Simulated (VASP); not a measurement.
# InAs (F-43m) in VASP: further runs

Runs on InAs. Level: PBEsol. Tasks: single point.

Program: VASP 6.6.1. These are calculated values, not measurements. Logs are shortened: lines on timing, memory, paths and dates and some standing lists are left out, and cuts for length are marked.

**Measured values to compare with.**

A printed reference work, data compilation reports, for a bulk crystal of InAs at 4.2 K: band gap 0.418 eV (direct).

How close the calculation comes is told below.

### 1 The cell of the first run

It takes space group F-43m (No. 216, cubic). Conventional cell: a = 6.036 Å, b = 6.036 Å, c = 6.036 Å, α = 90.00°, β = 90.00°, γ = 90.00°. In (site symmetry -43m) has 4 As at 2.61 Å within 3.4 Å. Within 3.4 Å of As (site symmetry -43m) lie 4 In at 2.61 Å.

### 2 Single point, PBEsol

INCAR

```
SYSTEM = InAs
PREC = Accurate
ENCUT = 520
EDIFF = 1E-7
ISMEAR = 0
SIGMA = 0.1
LREAL = .FALSE.
LASPH = .TRUE.
NELM = 100
ALGO = Normal
ISIF = 2
LWAVE = .FALSE.
LCHARG = .FALSE.
GGA = PS
NBANDS = 16
```

KPOINTS

```
Automatic mesh
0
G
  10 10 10
  0 0 0
```

POSCAR

```
InAs
1.0
    0.0000000000      3.0180000000      3.0180000000
    3.0180000000      0.0000000000      3.0180000000
    3.0180000000      3.0180000000      0.0000000000
In As
1 1
Direct
    0.0000000000      0.0000000000      0.0000000000
    0.2500000000      0.2500000000      0.2500000000
```

Potentials or basis: VASP PAW PBE potentials, release 64 (In_d, As).

The run is started by

```console
> cat potpaw_PBE.64/In_d/POTCAR potpaw_PBE.64/As/POTCAR > POTCAR
> mpirun -np 1 vasp_std > vasp.out
```

OUTCAR:

```text
SYSTEM = InAs
   PREC = Accurate
   ENCUT = 520
   EDIFF = 1E-7
   ISMEAR = 0
   LREAL = .FALSE.
   LASPH = .TRUE.
   NELM = 100
   ISIF = 2
   GGA = PS

 ion  position               nearest neighbor table
   1  0.000  0.000  0.000-   2 2.61   2 2.61   2 2.61   2 2.61
   2  0.250  0.250  0.250-   1 2.61   1 2.61   1 2.61   1 2.61

  LATTYP: Found a face centered cubic cell.
 ALAT       =     6.0360000000

  Lattice vectors:

 A1 = (   0.0000000000,   3.0180000000,   3.0180000000)
 A2 = (   3.0180000000,   0.0000000000,   3.0180000000)
 A3 = (   3.0180000000,   3.0180000000,   0.0000000000)

Analysis of symmetry for initial positions (statically):
=====================================================================
 Subroutine PRICEL returns:
 Original cell was already a primitive cell.

 Routine SETGRP: Setting up the symmetry group for a
 face centered cubic supercell.

 Subroutine GETGRP returns: Found 24 space group operations
 (whereof 24 operations were pure point group operations)
 out of a pool of 48 trial point group operations.

The static configuration has the point symmetry T_d .

Analysis of symmetry for dynamics (positions and initial velocities):
=====================================================================
 Subroutine PRICEL returns:
 Original cell was already a primitive cell.

 Routine SETGRP: Setting up the symmetry group for a
 face centered cubic supercell.

 Subroutine GETGRP returns: Found 24 space group operations
 (whereof 24 operations were pure point group operations)
 out of a pool of 48 trial point group operations.

The dynamic configuration has the point symmetry T_d .

 Subroutine INISYM returns: Found 24 space group operations
 (whereof 24 operations are pure point group operations),
 and found     1 'primitive' translations

----------------------------------------------------------------------------------------

                                     Primitive cell

  volume of cell :      54.9778

  direct lattice vectors                    reciprocal lattice vectors
     0.000000000  3.018000000  3.018000000    -0.165672631  0.165672631  0.165672631
     3.018000000  0.000000000  3.018000000     0.165672631 -0.165672631  0.165672631
     3.018000000  3.018000000  0.000000000     0.165672631  0.165672631 -0.165672631

  length of vectors
     4.268096531  4.268096531  4.268096531     0.286953414  0.286953414  0.286953414

  position of ions in fractional coordinates (direct lattice)
     0.000000000  0.000000000  0.000000000
     0.250000000  0.250000000  0.250000000

  ion indices of the primitive-cell ions
   primitive index   ion index
                 1           1
                 2           2

----------------------------------------------------------------------------------------

 KPOINTS: Automatic mesh

Automatic generation of k-mesh.
 Grid dimensions read from file:
 generate k-points for:   10   10   10

 Generating k-lattice:

  Cartesian coordinates                     Fractional coordinates (reciprocal lattice)
    -0.016567263  0.016567263  0.016567263     0.100000000  0.000000000  0.000000000
     0.016567263 -0.016567263  0.016567263     0.000000000  0.100000000  0.000000000
     0.016567263  0.016567263 -0.016567263     0.000000000  0.000000000  0.100000000

  Length of vectors
     0.028695341  0.028695341  0.028695341

  Shift w.r.t. Gamma in fractional coordinates (k-lattice)
     0.000000000  0.000000000  0.000000000

 Subroutine IBZKPT returns following result:
 ===========================================

 Found     47 irreducible k-points:

 Following reciprocal coordinates:
            Coordinates               Weight
  0.000000  0.000000  0.000000      1.000000
  0.100000  0.000000  0.000000      8.000000
  0.200000  0.000000  0.000000      8.000000
  0.300000  0.000000  0.000000      8.000000
  0.400000  0.000000  0.000000      8.000000
  0.500000  0.000000  0.000000      4.000000
[... 16 lines left out ...]
  0.300000  0.300000  0.000000      6.000000
  0.400000  0.300000  0.000000     24.000000
 [... further k-points ...]
   k-points           NKPTS =     47   k-points in BZ     NKDIM =     47   number of bands    NBANDS=     16
   number of dos      NEDOS =    301   number of ions     NIONS =      2
   total plane-waves  NPLWV =  32768
   dimension x,y,z NGX =    32 NGY =   32 NGZ =   32
   dimension x,y,z NGXF=    64 NGYF=   64 NGZF=   64
   ions per type =               1   1
   NGX,Y,Z   is equivalent  to a cutoff of  12.46, 12.46, 12.46 a.u.
   NGXF,Y,Z  is equivalent  to a cutoff of  24.93, 24.93, 24.93 a.u.
 SYSTEM =  InAs
   PREC   = accura    normal or accurate (medium, high low for compatibility)
   ISTART =      0    job   : 0-new  1-cont  2-samecut
   ICHARG =      2    charge: 1-file 2-atom 10-const
   ISPIN  =      1    spin polarized calculation?
   LNONCOLLINEAR =      F non collinear calculations
   LSORBIT =      F    spin-orbit coupling
   LASPH  =      T    aspherical Exc in radial PAW
   ENCUT  =  520.0 eV  38.22 Ry    6.18 a.u.   7.94  7.94  7.94*2*pi/ulx,y,z
   NELM   =    100;   NELMIN=  2; NELMDL= -5     # of ELM steps
   EDIFF  = 0.1E-06   stopping-criterion for ELM
   LREAL  =      F    real-space projection
   EDIFFG = 0.1E-05   stopping-criterion for IOM
   NSW    =      0    number of steps for IOM
   IBRION =     -1    ionic relax: 0-MD 1-quasi-New 2-CG
   NFREE  =      0    steps in history (QN), initial steepest desc. (CG)
   ISIF   =      2    stress and relaxation
   ISYM   =      2    0-nonsym 1-usesym 2-fastsym
   POTIM  = 0.5000    time-step for ionic-motion
   TEBEG  =    0.0;   TEEND  =   0.0 temperature during run
   PSTRESS=    0.0 pullay stress
   NELECT =      18.0000    total number of electrons
   NUPDOWN=      -1.0000    fix difference up-down
   EMIN   =  10.00;   EMAX   =-10.00  energy-range for DOS
   EFERMI =   0.00;   METHOD = LEGACY
   ISMEAR =     0;   SIGMA  =   0.10  broadening in eV -4-tet -1-fermi 0-gaus
   EFERMI_NEDOS =   21; number of points for ismear=-14 and -15
   IALGO  =     38    algorithm
   IMIX   =      4    mixing-type and parameters
     AMIX     =   0.40;   BMIX     =  1.00
     AMIX_MAG =   1.60;   BMIX_MAG =  1.00
  volume/ion in A,a.u.               =      27.49       185.50
  Fermi-wavevector in a.u.,A,eV,Ry     =   1.128331  2.132236 17.321990  1.273130
  Thomas-Fermi vector in A             =   2.265020
   LORBIT       =      0    0 simple, 1 ext, 2 COOP (PROOUT), +10 PAW based schemes
   GGA     = PS    functional components
   LHFCALC =     F    Hartree Fock is set to
   AEXX    =    0.0000 exact exchange contribution
   IVDW    =     0    specifies the selected vdW correction
   LEPSILON=     F    determine dielectric tensor
   LRPA    =     F    only Hartree local field effects (RPA)
 non-spin polarized calculation
 Gauss-broadening in eV      SIGMA  =   0.10
  energy-cutoff  :      520.00
  volume of cell :       54.98
 maximum number of plane-waves:      1494
   NGX = 15   NGY = 15   NGZ = 15

 number of electron      17.9999991 magnetization

 Free energy of the ion-electron system (eV)
  ---------------------------------------------------
  ext. energy  EPLUGINS =         0.00000000
  ---------------------------------------------------
  free energy    TOTEN  =        -8.48239521 eV

  energy without entropy =       -8.48218989  energy(sigma->0) =       -8.48229255

 E-fermi :   4.4694     XC(G=0):  -9.3080

 val. band max:        4.4285384579   @ k =   0.0000   0.0000   0.0000
 cond. band min:       5.3142154710   @ k =   0.5000   0.0000   0.0000
 fundamental gap:      0.8856770131
 Fermi energy:         4.4694046894

 k-point     1 :       0.0000    0.0000    0.0000
  band No.  band energies     occupation
      1      -9.9157      2.00000
      2      -9.9157      2.00000
      3      -9.9157      2.00000
      4      -9.7854      2.00000
      5      -9.7854      2.00000
      6      -7.4977      2.00000
[... 8 lines left out ...]
     15      14.1090      0.00000
     16      14.1090      0.00000

 k-point     2 :       0.1000    0.0000    0.0000
  band No.  band energies     occupation
      1      -9.9299      2.00000
      2      -9.9117      2.00000
      3      -9.9117      2.00000
      4      -9.7855      2.00000
      5      -9.7855      2.00000
      6      -7.3914      2.00000
[... 8 lines left out ...]
     15      13.3575      0.00000
     16      13.3575      0.00000

 k-point     3 :       0.2000    0.0000    0.0000
  band No.  band energies     occupation
      1      -9.9650      2.00000
      2      -9.9020      2.00000
      3      -9.9020      2.00000
      4      -9.7851      2.00000
      5      -9.7851      2.00000
      6      -7.0899      2.00000
[... 8 lines left out ...]
     15      12.8924      0.00000
     16      12.8924      0.00000

 k-point     4 :       0.3000    0.0000    0.0000
  band No.  band energies     occupation
      1     -10.0051      2.00000
      2      -9.8917      2.00000
      3      -9.8917      2.00000
      4      -9.7827      2.00000
      5      -9.7827      2.00000
      6      -6.6504      2.00000
[... 8 lines left out ...]
     15      13.1886      0.00000
     16      13.1886      0.00000
[... 324 lines left out ...]
 k-point    22 :      -0.2000    0.2000    0.0000
  band No.  band energies     occupation
      1     -10.0174      2.00000
      2      -9.8857      2.00000
      3      -9.8828      2.00000
      4      -9.7898      2.00000
      5      -9.7805      2.00000
      6      -6.5015      2.00000
[... 8 lines left out ...]
     15      14.1792      0.00000
     16      14.9543      0.00000

 k-point    23 :       0.3000    0.3000    0.0000
  band No.  band energies     occupation
      1     -10.0503      2.00000
      2      -9.8612      2.00000
      3      -9.8612      2.00000
      4      -9.8105      2.00000
      5      -9.7699      2.00000
      6      -6.3689      2.00000
[... 8 lines left out ...]
     15      15.0339      0.00000
     16      16.2346      0.00000

 k-point    24 :       0.4000    0.3000    0.0000
  band No.  band energies     occupation
      1     -10.0717      2.00000
      2      -9.8536      2.00000
      3      -9.8510      2.00000
      4      -9.8134      2.00000
      5      -9.7676      2.00000
      6      -6.0111      2.00000
[... 8 lines left out ...]
     15      15.5077      0.00000
     16      16.4291      0.00000

 [... further k-points ...]

------------------------ aborting loop because EDIFF is reached ----------------------------------------

  FORCE on cell =-STRESS in cart. coord.  units (eV):
  Direction    XX          YY          ZZ          XY          YZ          ZX
  --------------------------------------------------------------------------------------
  -------------------------------------------------------------------------------------
  Total        0.5471803      0.5471803      0.5471803      0.0000000      0.0000000      0.0000000
  in kB       15.9460587     15.9460587     15.9460587      0.0000000      0.0000000      0.0000000
  external PRESSURE =      15.9460587 kB  Pullay stress =       0.0000000 kB

 VOLUME and BASIS-vectors are now :
 -----------------------------------------------------------------------------
  energy-cutoff  :      520.00
  volume of cell :       54.98
      direct lattice vectors                 reciprocal lattice vectors
     0.000000000  3.018000000  3.018000000    -0.165672631  0.165672631  0.165672631
     3.018000000  0.000000000  3.018000000     0.165672631 -0.165672631  0.165672631
     3.018000000  3.018000000  0.000000000     0.165672631  0.165672631 -0.165672631

 POSITION                                       TOTAL-FORCE (eV/Angst)
 -----------------------------------------------------------------------------------
      0.00000      0.00000      0.00000         0.000000      0.000000      0.000000
      1.50900      1.50900      1.50900        -0.000000     -0.000000     -0.000000
 -----------------------------------------------------------------------------------
    total drift:                               -0.000000     -0.000000     -0.000000

  FREE ENERGIE OF THE ION-ELECTRON SYSTEM (eV)
  ---------------------------------------------------
  free  energy   TOTEN  =        -8.4823952057 eV

  energy  without entropy=       -8.4821898886  energy(sigma->0) =       -8.48229255
```

Run time: 39 s. Hardware: 1 thread of Intel Xeon 8259CL, shared host; peak memory 0.2 GiB.

Results:

* Free energy: -8.4824 eV
* Pressure: 1.6 GPa
* Band gap on the k mesh: zero (filled and empty bands touch)

Caveat: semilocal functionals underestimate gaps, so a narrow gap can read as zero; the PAW data sets were made with another functional, which shifts forces and pressure a little; spin-orbit coupling is left out, which moves the levels of the heavy elements.

### 3 Single point, PBEsol

This run uses another cell than the first one, of 28.21 Å³/atom.

INCAR

```
  ALGO = Normal
  EDIFF = 1E-7
  ENCUT = 520
  GGA = PS
  ISIF = 2
  ISMEAR = 0
  LASPH = T
  LCHARG = F
  LREAL = F
  LWAVE = F
  NBANDS = 16
  NELM = 100
  PREC = Accurate
  SIGMA = 0.1
```

KPOINTS

```
k-points
0
Gamma
  10 10 10
```

POSCAR

```
InAs
1.0
    0.0000000000      3.0441511310      3.0441511310
    3.0441511310      0.0000000000      3.0441511310
    3.0441511310      3.0441511310      0.0000000000
In As
1 1
Direct
    0.0000000000      0.0000000000      0.0000000000
    0.2500000000      0.2500000000      0.2500000000
```

Potentials or basis: VASP PAW PBE potentials, release 64 (In_d, As).

The run is started by

```console
> cat potpaw_PBE.64/In_d/POTCAR potpaw_PBE.64/As/POTCAR > POTCAR
> mpirun -np 1 vasp_std > vasp.out
```

It took 54 s on 1 thread of Intel Xeon 8259CL, shared host; peak memory 0.2 GiB.

Results (log left out):

```
Free energy            : -8.4900 eV
Pressure               : 0.1 GPa
Band gap on the k mesh : zero (filled and empty bands touch)
```

Levels at points of the mesh, in eV from the Fermi level:
| k point | band 6 | band 7 | band 8 | band 9 | band 10 | band 11 | band 12 | band 13 |
| --- | --- | --- | --- | --- | --- | --- | --- | --- |
| (0.00, 0.00, 0.00) | -11.80 | -0.43 | -0.04 | -0.04 | -0.04 | 3.80 | 3.80 | 3.80 |
| (0.50, 0.00, 0.00) | -10.38 | -5.75 | -1.01 | -1.01 | 0.79 | 4.57 | 4.57 | 6.65 |
| (0.50, 0.50, 0.00) | -9.86 | -5.84 | -2.32 | -2.32 | 1.43 | 1.93 | 8.90 | 9.04 |

Caveat: semilocal functionals underestimate gaps, so a narrow gap can read as zero; the PAW data sets were made with another functional, which shifts forces and pressure a little; spin-orbit coupling is left out, which moves the levels of the heavy elements.

### 4 Comparison with measurements

Step 3. Measured gap of InAs: 0.418 eV (direct; 4.2 K; a printed reference work, data compilation). This calculation gives 0.00 eV (-0.42 eV). Spin-orbit coupling on As, In is left out. The value is that of PBEsol on a finite k mesh, which can miss the band edges, without temperature or zero-point motion. Semilocal functionals fall short of measured gaps as a rule.
